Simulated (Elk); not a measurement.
An Elk run on Sb with settings drawn from a wide range, so not all are converged; totals and levels move with the basis, and no second program has checked them. All numbers below come from DFT, Wu-Cohen GGA, all-electron APW+lo, Dirac cores, scalar-relativistic bands with second-variational spin-orbit coupling (Elk 11.2.3 with local patches). Elk's input is in atomic units.

Command: `OMP_NUM_THREADS=1 elk` The run took 0.02 s on 1 thread of Intel(R) Xeon(R) 6975P-C (Granite Rapids), on a shared host, peak memory 0.03 GiB.

```
tasks
  0
  110
  115
  10
  21

xctype
  26

rgkmax
  8

gmaxvr
  16

lmaxapw
  10

lmaxo
  7

lmaxi
  3

nrmtscf
  1

nempty
  12

epspot
  1e-07

epsengy
  1e-05

maxscl
  60

swidth
  0.002

stype
  3

lradstp
  4

mixtype
  3

hmaxvr
  6

nxlo
  2

nxoapwlo
  1

tforce
  .true.

spinorb
  .true.

sppath
  './'

avec
  0.00000000000 4.38466603953 4.38466603953
  4.38466603953 0.00000000000 4.38466603953
  4.38466603953 4.38466603953 0.00000000000

atoms
  1
  'Sb.in'
  1
  0.000000000000 0.000000000000 0.000000000000   0.000 0.000 0.000

ngridk
  6 6 6

wplot
  120 100 1
  -0.55 0.3

plot1d
  8 30
  0.0000000000 0.0000000000 0.0000000000
  0.5000000000 0.0000000000 0.5000000000
  0.6250000000 0.2500000000 0.6250000000
  0.3750000000 0.3750000000 0.7500000000
  0.0000000000 0.0000000000 0.0000000000
  0.5000000000 0.5000000000 0.5000000000
  0.5000000000 0.2500000000 0.7500000000
  0.5000000000 0.0000000000 0.5000000000
```

Muffin-tin radii in the species files: Sb 2.47 bohr.

The cell comes from COD entry 9013009, which wasn't checked; take it as a given geometry. The listed cell was then made from it by scaling, straining or moving an atom.

**Question.** What does the run give?

**Answer.** It refused before any iteration.
```
Warning(readinput): nxoapwlo beside nxlo (a quality's, too) :  1 2
 they can be nearly the same functions, and loops lose the density: leave one out then
Error(init0): requested spin-polarised run with spin-unpolarised
 exchange-correlation functional
```
